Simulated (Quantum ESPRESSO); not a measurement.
## CoO: zone-centre phonons under several settings

```
Co O
1.0
     2.57053    0.00000    0.00000
     0.00000    2.57053    0.00000
     0.00000    0.00000    2.57053
Co O
1 1
Direct
  0.00000 0.00000 0.00000
  0.50000 0.50000 0.50000
```

Measurements of this composition are mostly on another form, of space group No. 225.

All runs used Quantum ESPRESSO 7.5; k mesh 6 × 6 × 6, shifted; relaxed cell; collinear spin, ferromagnetic start; cutoff 1306 eV; occupations fermi-dirac, width 0.05 eV.

| level | potentials | volume (Å³/atom) | pressure (GPa) | lowest optical mode without the field (cm⁻¹) |
| --- | --- | --- | --- | --- |
| LDA | PseudoDojo 0.4.1 SR LDA standard | ? | 0.0 | ? |
| PBE | PseudoDojo 0.4.1 SR PBE standard | 8.90 | 0.1 | 107i |
| revPBE | PseudoDojo 0.4.1 SR PBE standard | 9.09 | 0.2 | 116i |
| RPBE | PseudoDojo 0.4.1 SR PBE standard | 9.17 | 0.2 | 119i |

Problem. What stands in the row left open?

Solution. Volume 8.17 Å³/atom; lowest optical mode without the field 77i cm⁻¹.

Values marked i are imaginary: the cell is unstable against those modes at that level, or the meshes are too thin.

Caveats: all runs use coarse meshes; the mesh is thin for the phonons of a metal; some modes are imaginary; a cell with one magnetic atom can't hold antiferromagnetic order, which such compounds often take; the potentials were made for another functional, which shifts forces and pressure (some runs).

For the row left open. Caveat: the k mesh is coarse (spacing up to 0.41 Å⁻¹), so the values aren't converged; the mesh is thin for the phonons of a metal; some modes are imaginary; a cell with one magnetic atom can't hold antiferromagnetic order, which such compounds often take.
